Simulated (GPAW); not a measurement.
# TaN: band structure with PBE

Crystal: TaN.

```
Ta N
1.0
     0.00000    2.21132    2.21132
     2.21132    0.00000    2.21132
     2.21132    2.21132    0.00000
Ta N
1 1
Direct
  0.50000 0.50000 0.50000
  0.00000 0.00000 0.00000
```

The cell comes from a database or a generator and needn't be the stable form of this composition.

```yaml
Program: GPAW 26.7.0
Task: band structure
Functional: PBE
Potentials_or_basis: GPAW PAW data sets (gpaw-data 1.2.1)
Cutoff: 800 eV
Basis: pw
k_mesh: 10 × 10 × 10
Occupations: fermi-dirac, width 0.05 eV
Spin: no spin polarisation
Maxiter: 150
Band_path: GXWKGLUWLK,UX
Band_points: 100
```

```yaml
Pressure: -1.6 GPa
Band_gap_along_the_path: none (metal or under the smearing width)
```

Levels at the corners of the path, in eV from the Fermi level:
```tsv
point	band 6	band 7	band 8	band 9	band 10	band 11	band 12	band 13
Γ	-3.80	-3.80	-3.80	-2.07	-2.07	-2.07	0.04	0.04
X	-6.62	-5.36	-4.61	-4.61	2.03	3.40	3.40	4.33
W	-7.34	-6.73	-6.73	-0.21	-0.21	3.42	3.88	4.39
K	-7.60	-6.76	-6.10	-2.20	2.37	2.45	4.38	4.86
Γ	-3.80	-3.80	-3.80	-2.07	-2.07	-2.07	0.04	0.04
L	-10.22	-7.44	-7.44	1.82	1.82	1.92	3.71	7.30
U	-7.60	-6.76	-6.10	-2.20	2.37	2.45	4.38	4.86
W	-7.34	-6.73	-6.73	-0.21	-0.21	3.42	3.88	4.39
L	-10.22	-7.44	-7.44	1.82	1.82	1.92	3.71	7.30
K	-7.60	-6.76	-6.10	-2.20	2.37	2.45	4.38	4.86
U	-7.60	-6.76	-6.10	-2.20	2.37	2.45	4.38	4.86
X	-6.62	-5.36	-4.61	-4.61	2.03	3.40	3.40	4.33
```

Wall time 72 s on 1 thread of Intel(R) Xeon(R) Platinum 8259CL CPU @ 2.50GHz (Skylake/Cascade Lake) (shared host), peak memory 0.26 GiB.

Caveat: spin-orbit coupling is left out, which moves the levels of the heavy elements.
